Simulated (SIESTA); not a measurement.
Sn:

```
Sn
1.0
    -1.89465    1.89465    1.89465
     1.89465   -1.89465    1.89465
     1.89465    1.89465   -1.89465
Sn
1
Direct
  0.00000 0.00000 0.00000
```

This isn't the form of Sn at room conditions, which is tetragonal (white tin).

* Program: SIESTA 5.4.2
* Task: relaxation of cell and atoms
* Functional: PBE
* Potentials or basis: PseudoDojo 0.4 standard (PBE files)
* Basis: SZP (energy shift 0.003 Ry)
* Grid cutoff: 500 Ry
* Energy shift: 0.003 Ry
* k mesh: 7 × 7 × 7
* Occupations: fermi-dirac, width 0.05 eV
* Spin: no spin polarisation

At the start: pressure 3.2 GPa; volume 27.20 Å³/atom.

Question: Where does the relaxation end?

Answer: Over 4 steps the energy falls by 16.7 meV/atom and the volume is 28.89 Å³/atom (+6.2 %); space group Im-3m (No. 229, to 0.05 Å).

The path:
```tsv
step	energy change (eV)	largest force (eV/Å)	pressure (GPa)	volume (Å³)
1	0.0000	0.0000	3.20	27.20
2	-0.0135	0.0000	1.21	28.16
3	-0.0144	0.0000	-1.28	29.73
4	-0.0167	0.0000	-0.01	28.89
```

Final structure:
```
Sn
1.0
    -1.93320    1.93306    1.93306
     1.93306   -1.93320    1.93306
     1.93306    1.93306   -1.93320
Sn
1
Cartesian
  0.0000 0.0000 0.0000
```

Caveat: the basis of atomic orbitals isn't converged, which shifts pressures, moduli and gaps.
